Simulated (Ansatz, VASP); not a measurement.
## K in VASP and in Ansatz

```xyz
1
Lattice="0.0000 3.3261 3.3261 3.3261 0.0000 3.3261 3.3261 3.3261 0.0000" Properties=species:S:1:pos:R:3 pbc="T T T"
K     0.0000    0.0000    0.0000
```

Alike in both runs: functional PBE; k mesh 12 × 12 × 12; occupations gaussian, width 0.1 eV; no spin polarisation.

Ansatz relaxed the structure, and its values are those at the end. VASP's run is a single point on that final structure, the one shown.

```csv
,VASP,Ansatz
version,VASP 6.6.1,Ansatz 0.2.0
potentials or method,"VASP PAW PBE potentials, release 64 (K_sv)","scalar-relativistic, plane waves, PAW"
plane-wave cutoff (eV),520,420
valence electrons in the cell,9,9
```

```csv
,VASP,Ansatz,Ansatz less VASP
gap on the k mesh at the Fermi level (eV),none,none,-
pressure (GPa),0.0,0.0,+0.01
```

A gap of «none» marks a metal or a gap that the smearing closes. With one functional, cell and mesh, what is left measures potentials, basis and numerics.
